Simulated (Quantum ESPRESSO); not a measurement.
The system is HfN.

```
Hf N
1.0
     0.00000    2.25600    2.25600
     2.25600    0.00000    2.25600
     2.25600    2.25600    0.00000
Hf N
1 1
Direct
  0.00000 0.00000 0.00000
  0.50000 0.50000 0.50000
```

```yaml
Program: Quantum ESPRESSO 7.5
Task: phonon dispersion
Functional: PBE
Potentials_or_basis: GBRV 1.5 PBE
Cutoff: 612 eV
Density_cutoff: 4898 eV
k_mesh: 10 × 10 × 10
Occupations: cold, width 0.2 eV
Spin: no spin polarisation
Mixing_beta: 0.5
Most_SCF_iterations: 120
SCF_threshold: 4e-10 Ry
q_mesh: 2 × 2 × 2
```

The cell and the atoms were relaxed first, to 11.71 Å³/atom (a = 3.212 Å, b = 3.212 Å, c = 3.212 Å, α = 60.00°, β = 60.00°, γ = 60.00°), and the response was taken there.

Problem. What are the zero-point energy, and the vibrational entropy and heat capacity at 298.15 K?

Solution. Zero-point energy 57.1 meV/atom; entropy 2.83 k_B/atom (23.6 J/(K·mol of atoms)); Cv 2.42 k_B/atom, 81 % of the classical limit. These are harmonic values without the electrons' part.

Phonon frequencies at the corners of the path (cm⁻¹, interpolated; i marks imaginary ones):
```
point              frequencies
    Γ        0 0 0 476 476 476
    X  143 143 164 455 493 493
    W  144 144 149 484 484 497
    K  141 145 148 474 489 500
    L  116 116 134 477 511 511
    U  141 145 148 474 489 500
```

Harmonic thermodynamics per atom at this volume (zero-point energy 57.1 meV, Debye temperature from the second moment 664 K):
| T (K) | free energy (meV) | entropy (k_B) | heat capacity Cv (k_B) |
| --- | --- | --- | --- |
| 50 | 56.9 | 0.23 | 0.58 |
| 100 | 54.5 | 0.86 | 1.21 |
| 200 | 42.3 | 1.95 | 1.98 |
| 298.15 | 21.9 | 2.83 | 2.42 |
| 500 | -39.8 | 4.18 | 2.76 |
| 800 | -166.4 | 5.52 | 2.90 |

Phonon states per cell in windows of 25 cm⁻¹ (negative: imaginary):
| from (cm⁻¹) | total | Hf | N |
| --- | --- | --- | --- |
| 0 | 0.00 | 0.00 | 0.00 |
| 25 | 0.03 | 0.03 | 0.00 |
| 50 | 0.10 | 0.09 | 0.00 |
| 75 | 0.26 | 0.25 | 0.01 |
| 100 | 0.79 | 0.77 | 0.01 |
| 125 | 1.63 | 1.61 | 0.02 |
| 150 | 0.20 | 0.20 | 0.00 |
| 175 | 0.00 | 0.00 | 0.00 |
| 200 | 0.00 | 0.00 | 0.00 |
| 225 | 0.00 | 0.00 | 0.00 |
| 250 | 0.00 | 0.00 | 0.00 |
| 275 | 0.00 | 0.00 | 0.00 |
| 300 | 0.00 | 0.00 | 0.00 |
| 325 | 0.00 | 0.00 | 0.00 |
| 350 | 0.00 | 0.00 | 0.00 |
| 375 | 0.00 | 0.00 | 0.00 |
| 400 | 0.00 | 0.00 | 0.00 |
| 425 | 0.00 | 0.00 | 0.00 |
| 450 | 0.39 | 0.01 | 0.39 |
| 475 | 1.93 | 0.04 | 1.89 |
| 500 | 0.67 | 0.00 | 0.66 |

A q mesh this small can miss soft modes between its points.

Caveat: the q mesh is small, so phonon branches between its points and thermal values are rough.
